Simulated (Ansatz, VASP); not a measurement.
One calculation of SrO, two programs

```
Sr O
1.0
     3.44822    0.00000    0.00000
    -1.72411    2.98624    0.00000
     0.00000    0.00000    6.12672
Sr O
2 2
Direct
  0.33333 0.66667 0.25000
  0.66667 0.33333 0.75000
  0.00000 0.00000 0.00000
  0.00000 0.00000 0.50000
```

Alike in both runs: task single point; functional PBE; k mesh 9 × 9 × 6; occupations gaussian, width 0.02 eV; no spin polarisation.

|  | VASP | Ansatz |
| --- | --- | --- |
| version | VASP 6.6.1 | Ansatz 0.2.0 |
| potentials or method | VASP PAW PBE potentials, release 64 (Sr_sv, O) | scalar-relativistic, plane waves, PAW |
| plane-wave cutoff (eV) | 520 | 420 |
| valence electrons in the cell | 32 | 32 |

VASP gave:

```
gap on the k mesh at the Fermi level (eV)       : 3.15
least direct gap on the mesh (eV)               : 3.41
pressure (GPa)                                  : 9.8
largest component of the traceless stress (GPa) : 1.32
```

Problem. What did Ansatz give for the same quantities?

Solution. gap on the k mesh at the Fermi level (eV): 3.19; least direct gap on the mesh (eV): 3.45; pressure (GPa): 9.0; largest component of the traceless stress (GPa): 1.32.

Caveats: an odd mesh through Γ misses points on the zone boundary, where band edges often lie.
